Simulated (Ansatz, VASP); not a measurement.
Two plane-wave programs on CdSe (Cadmoselite)

```xyz
4
Lattice="4.3826 0.0000 0.0000 -2.1913 3.7954 0.0000 0.0000 0.0000 7.1556" Properties=species:S:1:pos:R:3 pbc="T T T"
Cd    0.0000    2.5303    0.0330
Cd    2.1913    1.2651    3.6108
Se    0.0000    2.5303    2.7219
Se    2.1913    1.2651    6.2997
```

Alike in both runs: task relaxation of cell and atoms; functional PBEsol; k mesh 9 × 9 × 6; occupations gaussian, width 0.02 eV; no spin polarisation.

|  | VASP | Ansatz |
| --- | --- | --- |
| version | VASP 6.6.1 | Ansatz 0.2.0 |
| potentials or method | VASP PAW PBE potentials, release 64 (Cd, Se) | scalar-relativistic, plane waves, PAW |
| plane-wave cutoff (eV) | 600 | 420 |
| valence electrons in the cell | 36 | 72 |

Ansatz gave:

* gap on the k mesh at the Fermi level, each at its own relaxed structure (eV): 0.54
* relaxed volume (Å³/atom): 28.13
* relaxed cell length with the largest relative difference (Å): 7.022
* energy change over the relaxation (meV/atom): -14

Question: Estimate VASP's values.

Answer: gap on the k mesh at the Fermi level, each at its own relaxed structure (eV): 0.53; relaxed volume (Å³/atom): 28.29; relaxed cell length with the largest relative difference (Å): 7.035; energy change over the relaxation (meV/atom): -11.

The two sets of potentials don't hold the same shells in valence.

Caveats: the PAW data sets were made with another functional, which shifts forces and pressure a little (VASP).
